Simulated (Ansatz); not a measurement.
## MgS (Niningerite) under changes of volume

One of the cells (17.609 Å³/atom); the others are scaled copies at fixed shape and fractional positions:

```
S Mg
1.0
     0.00000    2.60165    2.60165
     2.60165    0.00000    2.60165
     2.60165    2.60165    0.00000
S Mg
1 1
Direct
  0.50000 0.50000 0.50000
  0.00000 0.00000 0.00000
```

- Program: Ansatz 0.2.0
- Functional: PBE0
- Potentials or basis: Ansatz PAW
- Cutoff: 420 eV (not typed: the program's choice for these potentials)
- k mesh: 6 × 6 × 6
- Occupations: fermi-dirac, width 0.05 eV
- Spin: no spin polarisation

| volume (Å³/atom) | energy over the lowest point (meV/atom) | pressure (GPa) | gap on the mesh (eV) |
| --- | --- | --- | --- |
| 16.553 | 14.73 | 5.1 | 4.68 |
| 16.905 | 5.72 | 3.1 | 4.63 |
| 17.257 | 0.94 | 1.3 | 4.58 |
| 17.609 | 0.00 | -0.4 | 4.53 |
| 17.962 | ? | ? | ? |
| 18.314 | 8.16 | -3.2 | 4.43 |
| 18.666 | 16.63 | -4.5 | 4.38 |

Q: What does the run at 17.962 Å³/atom give?

A: Energy over the lowest point 2.51 meV/atom; pressure -1.9 GPa; gap on the mesh 4.48 eV.

Worked out: A Birch-Murnaghan fit of order 3 (a polynomial in V^(-2/3)) to the other rows has its minimum at 17.52 Å³/atom with B0 = V·E''(V) = 80 GPa and B' = 4.0. It gives 2.52 meV/atom at 17.962 Å³/atom, against the run's 2.51, and -dE/dV = -1.9 GPa, against -1.9. A straight line through the other rows of the gap, of slope -2.5 eV per unit of ln V, gives 4.48 eV, against the run's 4.48.

Energies are extrapolated to zero smearing.

Caveats: the PAW data sets come from PBE, with cores solved anew for the run's functional, which leaves a small shift of forces and pressure; the thresholds are loose for stress.

A mesh can miss the band edges.
